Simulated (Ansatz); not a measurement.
## Sensitivity of the G0W0 gap of Boron (R-3m, 12 atoms a cell)

A base run on Boron (R-3m, 12 atoms a cell), then changed inputs.

Method: G0W0 on LDA, plane waves, PAW, in Ansatz 0.2.0.

Most raw output is cut from this account.

In doubt: masses and optical values from hybrid runs of this build are listed as unsure (step 4), which bears on the screening that GW takes from such a start.

**1. Set-up**

The structure is trigonal, space group R-3m (No. 166). Conventional cell: a = 4.918 Å, b = 4.918 Å, c = 12.581 Å, α = 90.00°, β = 90.00°, γ = 120.00°. Nearest to B lie 6 B at 1.67 to 1.81 Å. Nearest to B lie 5 B at 1.79 to 1.81 Å.

The cell and positions come from the Crystallography Open Database and are kept as given unless a step says otherwise. The default PAW set here is soft_2. Its files were made with PBE.

**2. The base run: 4×4×4 mesh, 262 empty bands, screening to 120 eV**

G0W0 replaces the xc potential by the self-energy, built once from these orbitals. Only a window of levels is corrected, while the sums run over the empty bands that the input names.

File input.yaml:

```yaml
crystal:
  lattice:
    - [2.45895, 1.4196754444, 4.1935]
    - [-2.45895, 1.4196754444, 4.1935]
    - [0.0, -2.8393508888, 4.1935]
  atoms:
    - { symbol: B, position: [0.01019, 0.65361, 0.01019] }
    - { symbol: B, position: [0.01019, 0.01019, 0.65361] }
    - { symbol: B, position: [0.65361, 0.01019, 0.01019] }
    - { symbol: B, position: [0.98981, 0.34639, 0.98981] }
    - { symbol: B, position: [0.34639, 0.98981, 0.98981] }
    - { symbol: B, position: [0.98981, 0.98981, 0.34639] }
    - { symbol: B, position: [0.22118, 0.6306, 0.22118] }
    - { symbol: B, position: [0.22118, 0.22118, 0.6306] }
    - { symbol: B, position: [0.6306, 0.22118, 0.22118] }
    - { symbol: B, position: [0.77882, 0.3694, 0.77882] }
    - { symbol: B, position: [0.3694, 0.77882, 0.77882] }
    - { symbol: B, position: [0.77882, 0.77882, 0.3694] }
kpoints:
  mp_grid: { grid: [4, 4, 4] }
hamiltonian:
  xc: lda
scf:
  occupations: { method: fixed }
gw:
  n_empty_bands: 262
  ecut_chi: 120
  qp_bands: [v4, c4]
  qp_kpoints: band_edges
  screening: { model: contour_deformation }
```

On the command line:

```sh
ansatz run input.yaml --threads 3 --pin off --max-ram 64512MiB --backend cuda --events-out ev --progress --plain --runs-dir out --devices 1 --max-vram 24GiB  # rebuilt from the run's record
```

Run time: 6.3 s. Hardware: 1 × NVIDIA H100 80GB HBM3 (shared by 3 runs) with 3 threads of AMD EPYC 7R13 (Zen 3), shared host; peak memory 1.3 GiB; 10 s of CPU time.

This step gave:

| Quantity | Value |
| --- | --- |
| bands summed | 280 |
| RPA ε∞ on this mesh (eigenvalues) | 7.476, 10.27, 10.27 |
| plane waves in the screening matrix | 271 |
| q-points in the mesh | 64 |
| G0W0 gap on the mesh | 1.868 eV |
| k of the valence top | -0.5, -0.5, -0.5 |
| k of the conduction bottom | 0, 0, 0 |
| starting gap on the mesh | 1.442 eV |
| Z at the valence top | 0.7924 |
| Z at the conduction bottom | 0.8050 |
| least direct G0W0 gap on the computed points | 2.248 eV |

The gap on the mesh goes from 1.44 eV to 1.87 eV, a correction of +0.43 eV. Between the two edge states, bare exchange in place of the xc potential would open the gap by 4.86 eV, and correlation takes back 4.43 eV.

**3. Variant: wavefunction cutoff**

input.yaml: that of step 2 with these lines changed.

```diff
@@ -25,4 +25,4 @@
 gw:
-  n_empty_bands: 262
-  ecut_chi: 120
+  n_empty_bands: 199
+  ecut_chi: 100
   qp_bands: [v4, c4]
@@ -30 +30,3 @@
   screening: { model: contour_deformation }
+basis:
+  ecutwfc: 350
```

Elapsed: 6.5 s, on 1 × NVIDIA H100 80GB HBM3 (shared by 3 runs) with 3 threads; peak memory 1.2 GiB.

The G0W0 gap on the mesh is 1.827 eV.

Against the base:

```
              setting  base  variant
          empty bands   262      199
screening cutoff (eV)   120      100
         typed cutoff     -      350
```

```
                                    quantity  variant   base
                    starting gap on the mesh    1.438  1.442
                        G0W0 gap on the mesh    1.827  1.868
least direct G0W0 gap on the computed points    2.209  2.248
                        Z at the valence top    0.793  0.792
                  Z at the conduction bottom    0.806  0.805
```

**4. Variant: starting point**

This step: G0W0 on r2SCANh, plane waves, PAW.

input.yaml: that of step 3 with these lines changed.

```diff
@@ -21,3 +21,3 @@
 hamiltonian:
-  xc: lda
+  xc: r2scanh
 scf:
@@ -30,3 +30 @@
   screening: { model: contour_deformation }
-basis:
-  ecutwfc: 350
```

Wall time 22 s (1 × NVIDIA H100 80GB HBM3 (shared by 3 runs) with 3 threads); peak memory 1.7 GiB.

The G0W0 gap on the mesh is 2.033 eV.

Against the base:

```
              setting  base  variant
                start   LDA  r2SCANh
          empty bands   262      199
screening cutoff (eV)   120      100
```

```
                                    quantity  variant   base
                    starting gap on the mesh    1.996  1.442
                        G0W0 gap on the mesh    2.033  1.868
least direct G0W0 gap on the computed points    2.426  2.248
                        Z at the valence top    0.815  0.792
                  Z at the conduction bottom    0.826  0.805
```

**5. Outcome**

```json
{
 "base": "1.87 eV, 6.3 s",
 "wavefunction cutoff": "1.83 eV, 6.5 s",
 "starting point": "2.03 eV, 22 s"
}
```

What this shows: Wavefunction cutoff: the gap moves by −0.04 eV (the plane-wave cutoff goes from 420 to 350 eV). The variant differs from the base in empty bands, screening cutoff and typed cutoff together, so the change can't be laid to one of them. Starting point: the gap moves by +0.17 eV and the time by a factor of 3.5 (the plane-wave cutoff goes from 420 to 500 eV). The variant differs from the base in start, empty bands and screening cutoff together, so the change can't be laid to one of them. All runs here use a coarse mesh and modest cutoffs; they test settings and are not final values.

[Paths, hosts, dates, memory and timing lines, banners, echoed tables and standing remarks are left out of the program output.]

[Logs are printed without paths, hosts, clocks, repeated set-up lines and the standing remarks that a program may print on its own settings, such as how far it seeks lower states.]

[Runs of the session that timed out or met a known fault of the program may be left out.]

[Cells called generated may have been cut or substituted from an entry of the Crystallography Open Database or the Materials Project.]

[Hosts, paths, dates, database ids (printed as entryN), source tags and the programs' standing remarks are cut or masked in the printed files.]
